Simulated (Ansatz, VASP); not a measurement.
## Se: VASP beside Ansatz

```
CELL_PARAMETERS angstrom
2.79170 0.00000 0.00000
0.00000 2.79170 0.00000
0.00000 0.00000 2.79170
ATOMIC_POSITIONS crystal
Se 0.00000 0.00000 0.00000
```

Change from the starting cell: volume scaled by 0.98.

Alike in both runs: task single point; functional PBE; k mesh 9 × 9 × 9; occupations fermi-dirac, width 0.05 eV; no spin polarisation.

```csv
,VASP,Ansatz
version,VASP 6.6.1,Ansatz 0.2.0
potentials or method,"VASP PAW PBE potentials, release 64 (Se)",Ansatz PAW
plane-wave cutoff (eV),520,420
valence electrons in the cell,6,16
```

Ansatz gave:

| Property | Result |
| --- | --- |
| gap on the k mesh at the Fermi level (eV) | none |
| pressure (GPa) | 3.6 |

**Question.** Estimate VASP's values.

**Answer.** gap on the k mesh at the Fermi level (eV): none; pressure (GPa): 3.7.

A gap of «none» marks a metal or a gap that the smearing closes. The functional is the same, so the differences come from potentials, cutoffs and numerics. The two sets of potentials don't hold the same shells in valence.
